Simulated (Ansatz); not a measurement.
## AlFe: strain and displacement

```
CELL_PARAMETERS angstrom
2.91000 0.00000 0.00000
0.00000 2.91000 0.00000
0.00000 0.00000 2.91000
ATOMIC_POSITIONS crystal
Al 0.00000 0.00000 0.00000
Fe 0.50000 0.50000 0.50000
```

Atom numbers follow the list: Al1, Fe2.

The conventional cell has a = 2.910 Å, b = 2.910 Å, c = 2.910 Å, α = 90.00°, β = 90.00°, γ = 90.00°. Al (atom 1) has 8 Fe at 2.52 Å as nearest neighbours. Fe (atom 2) is surrounded by 8 Al at 2.52 Å.

The cell comes from COD entry 1541193, which wasn't checked; take it as a given geometry.

The magnetic state is the one reached from the start moments; no search over orders was made, so it needn't be the ground state.

Level of theory: DFT, PBE, all-electron PAW with datasets made for the crystal, scalar-relativistic in Ansatz 0.2.0.

Numerical set-up: a Γ-centred 12×12×12 k mesh, Fermi–Dirac smearing of 0.05 eV, cutoff 280 eV (chosen by the program for this cell), spin-polarised from start moments Fe2 3 μB.

The unchanged cell is at -5.93 GPa.

In a metal, stresses and small energies carry noise from the k mesh.

x, y and z are the Cartesian axes of the cell as listed; fractional coordinates follow a strain, and an engineering shear is twice the off-diagonal strain component.

(1) One change gave: energy change +4 meV/atom; stress change (xx, yy, zz, yz, xz, xy) 0.15, 0.15, 0.19, 0.00, 0.00, 3.71 GPa, compression positive; moment 0.74 → 0.74 μB. Which change was it?
A. z strained by -1.5 % at fixed volume
B. xy engineering shear strain of -3 %
C. atom 2 (Fe) moved by (0.2000, 0.0000, 0.0000) Å

Results:

(1) B. For z strained by -1.5 % at fixed volume: energy change +1 meV/atom; stress change (xx, yy, zz, yz, xz, xy) -0.62, -0.62, 1.43, 0.00, 0.00, 0.00 GPa, compression positive; moment 0.74 → 0.74 μB. For atom 2 (Fe) moved by (0.2000, 0.0000, 0.0000) Å: energy change +70 meV/atom; stress change (xx, yy, zz, yz, xz, xy) 0.63, 3.63, 3.63, 0.00, 0.00, 0.00 GPa, compression positive; change of the force on Fe2 (-1.381, 0.000, 0.000) eV/Å; moment 0.74 → 0.74 μB.
